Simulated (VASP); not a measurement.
Runs of VASP 6.6.1 on Te. Symmetry: P3_121, No. 152, trigonal system. Conventional cell: a = 4.314 Å, b = 4.314 Å, c = 5.969 Å, α = 90.00°, β = 90.00°, γ = 120.00°. Te (site symmetry 2) is surrounded by 6 Te at 2.91 to 3.35 Å. 

```tsv
level	potentials or basis	cutoff (eV)	gap on the mesh (eV)	pressure (GPa)	largest force (eV/Å)
r2SCAN	VASP PAW PBE potentials, release 64 (Te)	450	0.30	(b)	0.17
PBEsol	VASP PAW PBE potentials, release 64 (Te)	300	0.29	-0.1	0.01
PBEsol	VASP PAW PBE potentials, release 64 (Te)	600	0.29	-0.1	0.01
LDA	VASP PAW LDA potentials, release 64 (Te)	450	0.29	-1.1	(a)
PBEsol	VASP PAW PBE potentials, release 64 (Te)	450	0.29	-0.1	0.01
```

Alike in all rows: task single point; no spin polarisation; cell as given; k mesh 11 × 11 × 8; smearing methfessel-paxton 0.1 eV.

Fill in the values left out.

(a) 0.04; (b) 1.9.

Caveats: spin-orbit coupling is left out, which moves the levels of the heavy elements; an odd mesh through Γ misses points on the zone boundary, where band edges often lie; the PAW data sets were made with another functional, which shifts forces and pressure a little (some runs).

A k mesh can miss the band edges, and the runs leave out spin-orbit coupling on Te.

Runs at the PBE level aren't shown here.
